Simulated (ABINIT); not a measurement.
Set up this calculation in ABINIT 10.8.3 (patched build), as the native input.

```yaml
Task: band structure
Functional: PW91
Potentials_or_basis: JTH PAW PBE v2.0
Cutoff: 408 eV
k_mesh: 8 × 8 × 5
Occupations: fermi-dirac, width 0.05 eV
Spin: no spin polarisation
Fine-grid_cutoff: 816.342 eV
Exchange_and_correlation_inside_the_PAW_spheres: full angular mesh (pawxcdev 0, this build's default; the released program takes 1)
```

SnSe2:

```
CELL_PARAMETERS angstrom
3.81100 0.00000 0.00000
-1.90550 3.30042 0.00000
0.00000 0.00000 6.13600
ATOMIC_POSITIONS crystal
Sn 0.00000 0.00000 0.00000
Se 0.66667 0.33333 0.75100
Se 0.33333 0.66667 0.24900
```

The input as run:

run.abi

```
# Datasets: ground state, then fixed potential
ndtset 2

# Pseudopotentials
pp_dirpath "./"
pseudos "Sn.GGA_PBE-JTH.xml, Se.GGA_PBE-JTH.xml"

# Structure
acell 3*1.0
rprim
     7.2017462609     0.0000000000     0.0000000000
    -3.6008731305     6.2368952135     0.0000000000
     0.0000000000     0.0000000000    11.5953595007
ntypat 2
znucl 50 34
natom 3
typat 1 2 2
xcart
     0.0000000000     0.0000000000     0.0000000000
     1.9055000002     1.1001409378     4.6081360000
    -0.0000000002     2.2002818760     1.5278640000 Angstrom

# Plane-wave basis
ecut 15.0
pawecutdg 30.0

# Exchange and correlation
ixc -109134

# Bands and occupations
occopt 3
tsmear 0.05 eV

# SCF cycle
nstep 100

# Output
iomode 3
prtwf 0
prteig 0
prtebands 0
prtden1 1

# Dataset 1
kptopt1 1
ngkpt1 8 8 5
nshiftk1 1
shiftk1 0.0 0.0 0.0
nband1 17
tolvrs1 1.0e-9

# Dataset 2: bands along G-M-K-G-A-L-H-A
iscf2 -2
getden2 1
nband2 21
nbdbuf2 2
tolwfr2 1.0e-12
kptopt2 -7
ndivsm2 6
prteig2 1
prtvol2 -3
kptbounds2
     0.0000000000     0.0000000000     0.0000000000
     0.5000000000     0.0000000000     0.0000000000
     0.3333333333     0.3333333333     0.0000000000
     0.0000000000     0.0000000000     0.0000000000
     0.0000000000     0.0000000000     0.5000000000
     0.5000000000     0.0000000000     0.5000000000
     0.3333333333     0.3333333333     0.5000000000
     0.0000000000     0.0000000000     0.5000000000
```

Potentials or basis: JTH PAW PBE v2.0.

Run with:

```sh
$ abinit run.abi > log 2>&1
```

Results of the run:

```yaml
Largest_force: 0.796 eV/Å
Band_gap_on_the_k_mesh: 0.79 eV, indirect (least direct gap 1.06 eV)
Valence_electrons_inside_the_program's_atomic_spheres: Sn 11.93; Se 3.95
```

Caveat: the PAW data sets were made with another functional, which shifts forces and pressure a little; spin-orbit coupling is left out, which moves the levels of the heavy elements; an odd mesh through Γ misses points on the zone boundary, where band edges often lie.

It took 73 s on 1 thread of Intel(R) Xeon(R) Platinum 8488C (Sapphire Rapids), on a shared host, peak memory 0.13 GiB.
